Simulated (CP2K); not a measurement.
Na under changes of volume

One of the cells (39.256 Å³/atom); the others are scaled copies at fixed shape and fractional positions:

```
CELL_PARAMETERS angstrom
3.70832 0.00000 0.00000
-1.23611 3.49624 0.00000
-1.23611 -1.74812 3.02783
ATOMIC_POSITIONS crystal
Na 0.00000 0.00000 0.00000
```

```yaml
Program: CP2K 2026.2
Functional: PBEsol
Potentials_or_basis: POTENTIAL_UZH Na GTH-PBE-q9; TZVP-MOLOPT-PBE-GTH basis
Density_cutoff: 18368 eV
k_mesh: 9 × 9 × 9
Occupations: fermi-dirac, width 0.05 eV
Spin: no spin polarisation
```

| volume (Å³/atom) | energy over the lowest point (meV/atom) | pressure (GPa) |
| --- | --- | --- |
| 36.901 | 0.00 | 0.0 |
| 37.686 | 0.53 | -0.2 |
| 38.471 | 1.77 | -0.3 |
| 39.256 | 3.67 | -0.4 |
| 40.041 | ? | ? |
| 40.827 | 11.39 | -0.7 |
| 41.612 | 14.99 | -0.8 |

Question: What does the run at 40.041 Å³/atom give?

Answer: Energy over the lowest point 8.27 meV/atom; pressure -0.6 GPa.

Worked out: A Birch-Murnaghan fit of order 3 (a polynomial in V^(-2/3)) to the other rows has its minimum at 37.20 Å³/atom with B0 = V·E''(V) = 13.9 GPa (rough, since the energies scatter). It gives 7.26 meV/atom at 40.041 Å³/atom, against the run's 8.27, and -dE/dV = -0.7 GPa, against -0.6.

Energies are extrapolated to zero smearing.

Caveats: the potentials were made for another functional, which shifts forces and pressure; the basis of atomic orbitals isn't converged, which shifts pressures, moduli and gaps.
